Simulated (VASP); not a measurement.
# SrO in VASP: one cell, several levels of theory

Aim: gap, levels, forces and stress of SrO in the zincblende structure, under +2.5 % shear in the xy plane at fixed geometry. Runs: PBE, r2SCAN. The results are then set beside those of Ansatz 0.2.0 for the same cell. This is a trial cell built on a prototype, not taken from a measured structure, and it needn't be the compound's ground state.

The runs shown are made with VASP 6.6.1. PAW datasets, plane waves. Simulation only: spin-unpolarised, and no claim that this is the phase found in nature.

### 1 Starting point

The cell comes from an earlier relaxation with r2SCAN in another program, then strained, with the atoms relaxed again.

Space group Imm2 (No. 44), orthorhombic; a = 3.900 Å, b = 3.998 Å, c = 5.585 Å in the conventional setting, 21.77 Å³ an atom. Near Sr stand 4 O at 2.41–2.42 Å; near O stand 4 Sr at 2.41–2.42 Å.

The structure in full:

```xyz
2
Lattice="0.0349 2.7923 2.7923 2.7923 0.0349 2.7923 2.8272 2.8272 0.0000" Properties=species:S:1:pos:R:3 pbc="T T T"
Sr    0.0000    0.0000    0.0125
O     1.4136    1.4136    1.3836
```

### 2 PBE at this geometry

Contents of INCAR:

```
ENCUT = 520.000000
SIGMA = 0.020000
EDIFF = 1.00e-07
GGA = PE
PREC = Accurate
IBRION = -1
ISIF = 2
ISMEAR = -1
NBANDS = 15
NELM = 120
NSW = 0
LASPH = .TRUE.
LCHARG = .FALSE.
LWAVE = .FALSE.
LREAL = .FALSE.
```

Contents of KPOINTS:

```
KPOINTS created by Atomic Simulation Environment
0
Gamma
8 8 8
0 0 0
```

Contents of KPOINTS_OPT:

```
special points
6
Reciprocal
0.0000000000 0.0000000000 0.0000000000 1
-0.5000000000 -0.5000000000 0.0000000000 1
-0.3750000000 -0.3750000000 0.2500000000 1
-0.3750000000 0.0000000000 0.3750000000 1
0.0000000000 0.0000000000 0.5000000000 1
-0.5000000000 -0.2500000000 0.2500000000 1
```

Contents of POSCAR:

```
Sr O
 1.0000000000000000
     0.0349035128000000    2.7922810265000000    2.7922810265000000
     2.7922810265000000    0.0349035128000000    2.7922810265000000
     2.8271845393000001    2.8271845393000001    0.0000000000000000
 Sr  O
   1   1
Cartesian
  0.0000000000000000 -0.0000000000000000  0.0125204334609432
  1.4135922696499998  1.4135922696499998  1.3836200797890568
```

Potentials: the recommended PBE PAW datasets, 16 valence electrons in the neutral cell.

Run with:

```sh
mpirun -np 1 vasp_std
```

Standard output, without the iteration lines:

```text
POSCAR found type information on POSCAR SrO
 POSCAR found :  2 types and       2 ions
 LDA part: xc-table for (Slater+PW92), standard interpolation
 POSCAR, INCAR and KPOINTS ok, starting setup
 FFT: planning ... GRIDC
 FFT: planning ... GRID_SOFT
 FFT: planning ... GRID
 WAVECAR not read
 entering main loop
 Start KPOINTS_OPT (optional k-point list driver)
k-point batch [1-6\6]
```

OSZICAR:

```text
N       E                     dE             d eps       ncg     rms          rms(c)
DAV:   1     0.736103622105E+02    0.73610E+02   -0.80885E+03  2850   0.100E+03
DAV:   2    -0.108226702135E+02   -0.84433E+02   -0.76751E+02  3929   0.214E+02
DAV:   3    -0.147758816101E+02   -0.39532E+01   -0.39309E+01  3653   0.431E+01
DAV:   4    -0.148897621920E+02   -0.11388E+00   -0.11386E+00  3787   0.690E+00
DAV:   5    -0.148919986325E+02   -0.22364E-02   -0.22364E-02  3881   0.764E-01    0.177E+01
DAV:   6    -0.119624770877E+02    0.29295E+01   -0.10272E+01  2892   0.225E+01    0.189E+01
DAV:   7    -0.117768058675E+02    0.18567E+00   -0.58641E-01  2941   0.617E+00    0.959E+00
DAV:   8    -0.117477189461E+02    0.29087E-01   -0.15566E-01  3417   0.360E+00    0.153E+00
DAV:   9    -0.117555952670E+02   -0.78763E-02   -0.68133E-03  3730   0.631E-01    0.333E-01
DAV:  10    -0.117588788129E+02   -0.32835E-02   -0.27311E-03  2962   0.342E-01    0.591E-02
DAV:  11    -0.117590040503E+02   -0.12524E-03   -0.14435E-04  3529   0.768E-02    0.642E-02
DAV:  12    -0.117590659189E+02   -0.61869E-04   -0.74309E-05  2962   0.589E-02    0.923E-03
DAV:  13    -0.117590652726E+02    0.64628E-06   -0.14509E-06  3753   0.120E-02    0.609E-03
DAV:  14    -0.117590654870E+02   -0.21433E-06   -0.79261E-07  3060   0.648E-03    0.198E-03
DAV:  15    -0.117590655361E+02   -0.49162E-07   -0.45021E-08  2769   0.192E-03
   1 F= -.11759066E+02 E0= -.11759066E+02  d E =-.527815E-11
       N       E                     dE             ncg
DAV:   1     0.235622018199E+04   -0.35523E+04      180
DAV:   2     0.190603472858E+04   -0.45019E+03      250
DAV:   3     0.188729509046E+04   -0.18740E+02      254
DAV:   4     0.188705268792E+04   -0.24240E+00      230
DAV:   5     0.188704369607E+04   -0.89918E-02      262
DAV:   6     0.188704366813E+04   -0.27941E-04      229
DAV:   7     0.188704366780E+04   -0.32945E-06      199
DAV:   8     0.188704366779E+04   -0.33740E-08      188
```

The lines after F= are the extra pass for the points of KPOINTS_OPT, at fixed density; their E is not a total energy.

From OUTCAR:

```text
k-points           NKPTS =     95   k-points in BZ     NKDIM =     95   number of bands    NBANDS=     15

   NELECT =      16.0000    total number of electrons

   dimension x,y,z NGX =    30 NGY =   30 NGZ =   30
   dimension x,y,z NGXF=    60 NGYF=   60 NGZF=   60

  energy-cutoff  :      520.00
  volume of cell :       43.54
      direct lattice vectors                 reciprocal lattice vectors
     0.034903513  2.792281026  2.792281026    -0.181331717  0.181331717  0.179065071
     2.792281026  0.034903513  2.792281026     0.181331717 -0.181331717  0.179065071
     2.827184539  2.827184539  0.000000000     0.176854391  0.176854391 -0.179065071

 k-points in reciprocal lattice and weights: KPOINTS created by Atomic Simulation Env
   0.00000000  0.00000000  0.00000000       0.002
   0.12500000  0.00000000  0.00000000       0.008
   0.25000000  0.00000000  0.00000000       0.008
   0.37500000  0.00000000  0.00000000       0.008
   0.50000000  0.00000000  0.00000000       0.004
   0.12500000  0.12500000  0.00000000       0.004
   0.25000000  0.12500000  0.00000000       0.008
   0.37500000  0.12500000  0.00000000       0.008
[... 87 more k-points ...]

 E-fermi :   0.7437

 k-point     1 :       0.0000    0.0000    0.0000
  band No.  band energies     occupation
      1     -31.9279      2.00000
      2     -14.4931      2.00000
      3     -13.8184      2.00000
      4     -13.8145      2.00000
      5     -13.8119      2.00000
      6      -0.5925      2.00000
      7      -0.5574      2.00000
      8      -0.5203      2.00000
      9       2.8132      0.00000
     10       8.3150      0.00000
     11       8.3370      0.00000
     12       9.6327      0.00000
     13       9.6781      0.00000
     14       9.6951      0.00000
     15      15.1112      0.00000

 k-point     2 :       0.1250    0.0000    0.0000
  band No.  band energies     occupation
      1     -31.9187      2.00000
      2     -14.8422      2.00000
      3     -13.8315      2.00000
      4     -13.8307      2.00000
      5     -13.4974      2.00000
      6      -0.6407      2.00000
      7      -0.5365      2.00000
      8      -0.4925      2.00000
      9       3.3370      0.00000
     10       7.9895      0.00000
     11       8.0287      0.00000
     12       9.3441      0.00000
     13      10.0091      0.00000
     14      10.0561      0.00000
     15      14.0433      0.00000

 k-point     3 :       0.2500    0.0000    0.0000
  band No.  band energies     occupation
      1     -31.8964      2.00000
      2     -15.3251      2.00000
      3     -13.8645      2.00000
      4     -13.8626      2.00000
      5     -13.1114      2.00000
      6      -0.6846      2.00000
      7      -0.4106      2.00000
      8      -0.3816      2.00000
      9       4.4121      0.00000
     10       7.6528      0.00000
     11       7.7849      0.00000
     12       8.6656      0.00000
     13      10.3522      0.00000
     14      10.4459      0.00000
     15      12.5758      0.00000

 k-point     4 :       0.3750    0.0000    0.0000
  band No.  band energies     occupation
      1     -31.8739      2.00000
      2     -15.6673      2.00000
      3     -13.8978      2.00000
      4     -13.8932      2.00000
      5     -12.8775      2.00000
      6      -0.5214      2.00000
      7      -0.2995      2.00000
      8      -0.2858      2.00000
      9       5.2736      0.00000
     10       7.6574      0.00000
     11       7.8198      0.00000
     12       7.9670      0.00000
     13      10.2890      0.00000
     14      10.4214      0.00000
     15      12.2531      0.00000

 k-point     5 :       0.5000    0.0000    0.0000
  band No.  band energies     occupation
      1     -31.8645      2.00000
      2     -15.7893      2.00000
      3     -13.9114      2.00000
      4     -13.9058      2.00000
      5     -12.8035      2.00000
      6      -0.3982      2.00000
      7      -0.2583      2.00000
      8      -0.2518      2.00000
      9       5.5857      0.00000
     10       7.4361      0.00000
     11       7.7550      0.00000
     12       8.0523      0.00000
     13      10.1512      0.00000
     14      10.2839      0.00000
     15      12.7631      0.00000

 k-point     6 :       0.1250    0.1250    0.0000
  band No.  band energies     occupation
      1     -31.9162      2.00000
      2     -14.9210      2.00000
      3     -13.8535      2.00000
      4     -13.8469      2.00000
      5     -13.3951      2.00000
      6      -0.7621      2.00000
      7      -0.4776      2.00000
      8      -0.4142      2.00000
      9       3.4954      0.00000
     10       7.3365      0.00000
     11       8.5209      0.00000
     12       9.7915      0.00000
     13       9.8691      0.00000
     14       9.8776      0.00000
     15      14.4109      0.00000

 k-point     7 :       0.2500    0.1250    0.0000
  band No.  band energies     occupation
      1     -31.8986      2.00000
      2     -15.2873      2.00000
      3     -13.8910      2.00000
      4     -13.8908      2.00000
      5     -13.0716      2.00000
      6      -0.8363      2.00000
      7      -0.3419      2.00000
      8      -0.3201      2.00000
      9       4.3684      0.00000
     10       6.7863      0.00000
     11       8.4118      0.00000
     12       9.3150      0.00000
     13      10.1387      0.00000
     14      10.3991      0.00000
     15      13.2418      0.00000

 k-point     8 :       0.3750    0.1250    0.0000
  band No.  band energies     occupation
      1     -31.8762      2.00000
      2     -15.6225      2.00000
      3     -13.9574      2.00000
      4     -13.9213      2.00000
      5     -12.8079      2.00000
      6      -0.6846      2.00000
      7      -0.2464      2.00000
      8      -0.2204      2.00000
      9       5.1890      0.00000
     10       6.6953      0.00000
     11       8.2184      0.00000
     12       8.7758      0.00000
     13      10.2545      0.00000
     14      10.6715      0.00000
     15      12.3787      0.00000

[... the tables of k-points 9 to 95 left out ...]

  Total        0.3882393      0.3882393      0.3785541     -0.1760940     -0.0000000     -0.0000000
  in kB       14.2879727     14.2879727     13.9315368     -6.4806069     -0.0000000     -0.0000000
  external PRESSURE =      14.1691607 kB  Pullay stress =       0.0000000 kB

 POSITION                                       TOTAL-FORCE (eV/Angst)
 -----------------------------------------------------------------------------------
      2.82718      2.82718      0.01252         0.000000      0.000000     -0.000890
      1.41359      1.41359      1.38362        -0.000000     -0.000000      0.000890
 -----------------------------------------------------------------------------------
    total drift:                               -0.000000     -0.000000      0.000072

  FREE ENERGIE OF THE ION-ELECTRON SYSTEM (eV)
  ---------------------------------------------------
  free  energy   TOTEN  =       -11.7590655361 eV

  energy  without entropy=      -11.7590655361  energy(sigma->0) =      -11.75906554
```

Hardware: 1 MPI rank of Intel Xeon 6975P-C, shared host.

The levels at the points of KPOINTS_OPT are read from vasprun.xml.

Near the gap, in eV above the top of the last filled band v; c is the band after it:

```csv
point,v−1,v,c,c+1
Γ,-0.85,-0.81,2.52,8.03
X,-0.02,0.00,4.57,5.74
U,-0.21,-0.16,4.53,5.92
K,-0.22,-0.16,4.56,5.95
L,-0.52,-0.51,5.26,7.11
W,-0.67,0.00,4.58,5.68
```

PBE gives an indirect gap of 2.52 eV, from W to Γ; the least direct gap is 3.33 eV. The pressure is 1.42 GPa; the forces vanish within 0.01 eV/Å.

[end of part 1 of 2]
